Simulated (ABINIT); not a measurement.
A run of ABINIT 10.8.3 (patched build):

run.abi

```
# Pseudopotentials
pp_dirpath "./"
pseudos "Sn.upf, O.upf"

# Structure
acell 3*1.0
rprim
     7.2068394886     0.0000000000     0.0000000000
     0.0000000000     7.2068394886     0.0000000000
     0.0000000000     0.0000000000     9.2349277318
ntypat 2
znucl 50 8
natom 4
typat 1 1 2 2
xred
     0.5000000000     0.0000000000     0.7646261400
     0.0000000000     0.5000000000     0.2353738600
     0.0000000000     0.0000000000     0.0000000000
     0.5000000000     0.5000000000     0.0000000000

# Plane-wave basis
ecut 35.0

# k points
kptopt 1
ngkpt 5 5 4
nshiftk 1
shiftk 0.0 0.0 0.0

# Exchange and correlation
ixc 11

# Bands and occupations
nband 24
occopt 3
tsmear 0.05 eV

# SCF cycle
nstep 100
tolvrs 1.0e-10

# Output
iomode 3
prtwf 0
prtden 0
prteig 0
prtebands 0
prtvol 2
```

Potentials or basis: PseudoDojo NC SR PBE v0.4.1 standard.

The run is started by

```sh
$ abinit run.abi > log 2>&1
```

Hardware: 1 thread of Arm Neoverse V2 (shared host).

**Question.** How long does it take, and how much memory?

**Answer.** It took 73 s on 1 thread of Arm Neoverse V2, with other jobs on the host, peak memory 0.1 GiB. Counts: scf iterations 13, mpi ranks 1, k points 18, bands 24, plane waves 4775.
